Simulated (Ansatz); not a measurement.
Runs of Ansatz 0.2.0 on SiC (Moissanite). It takes space group P6_3mc (No. 186, hexagonal). The conventional cell has a = 3.076 Å, b = 3.076 Å, c = 5.048 Å, α = 90.00°, β = 90.00°, γ = 120.00°. Si (site symmetry 3m) is surrounded by 4 C at 1.87 to 1.94 Å. Around C (site symmetry 3m) lie 4 Si at 1.87 to 1.94 Å. 

| task | level | potentials or basis | cell | cutoff (eV) | points for each segment of the path | gap on the mesh (eV) | pressure (GPa) | relaxed volume (Å³/atom) |
| --- | --- | --- | --- | --- | --- | --- | --- | --- |
| band structure | PBE | JTH PAW | as given | 780 | 14 | (b) | 3.1 | - |
| relaxation of cell and atoms | BLYP | Ansatz PAW | relaxed | 420 | - | 2.82 | 0.0 | (a) |
| relaxation of cell and atoms | SVWN5 | Ansatz PAW | relaxed | 420 | - | (c) | 0.0 | 10.14 |
| relaxation of cell and atoms | PBE+D4 | Ansatz PAW | relaxed | 420 | - | 2.43 | 0.0 | 10.30 |

Alike in all rows: no spin polarisation; k mesh 10 × 10 × 5; smearing fermi-dirac 0.05 eV.

Q: Fill in the values left out.

A: (a) 10.73; (b) 2.49; (c) 2.29.

Caveats: odd divisions of the mesh miss points on the zone boundary, where band edges often lie, so the gap on the mesh can be too wide (some runs); the plane-wave basis is chosen anew once the cell has moved, so the energies of steps on either side of that aren't comparable (some runs); the PAW data sets come from PBE, with cores solved anew for the run's functional, which leaves a small shift of forces and pressure (some runs); the k mesh misses the band edges, so the gap on the mesh is wider than the one along the path (some runs).
